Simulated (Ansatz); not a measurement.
The system is BaS.

```
Ba S
1.0
     0.00000    3.19375    3.19375
     3.19375    0.00000    3.19375
     3.19375    3.19375    0.00000
Ba S
1 1
Direct
  0.00000 0.00000 0.00000
  0.50000 0.50000 0.50000
```

Base run:

```yaml
Program: Ansatz 0.2.0
Functional: revPBE
Potentials_or_basis: Ansatz PAW
Cutoff: "420 eV (not typed: the program's choice for these potentials)"
k_mesh: 7 × 7 × 7
Occupations: fermi-dirac, width 0.05 eV
Spin: no spin polarisation
```

Its results: band gap on the k mesh 2.37 eV, indirect (least direct gap 2.49 eV); pressure 2.0 GPa.

**Question.** After a change of settings the same cell gave: band gap on the k mesh 2.14 eV, indirect (least direct gap 2.26 eV); pressure -1.2 GPa. Which change was it?
A. functional from revPBE to LDA
B. functional from revPBE to PBEsol0; k mesh from 7 × 7 × 7 to 4 × 4 × 4
C. functional from revPBE to PBEsol
D. functional from revPBE to RPBE

**Answer.** C.

PBEsol binds more tightly than revPBE, so the same cell stands under less pressure.

Caveats: the k mesh misses the band edges, so the gap on the mesh is wider than the one along the path; spin-orbit coupling is left out, which moves the levels of the heavy elements; the PAW data sets come from PBE, with cores solved anew for the run's functional, which leaves a small shift of forces and pressure.

Runs at the PBE level aren't shown here.
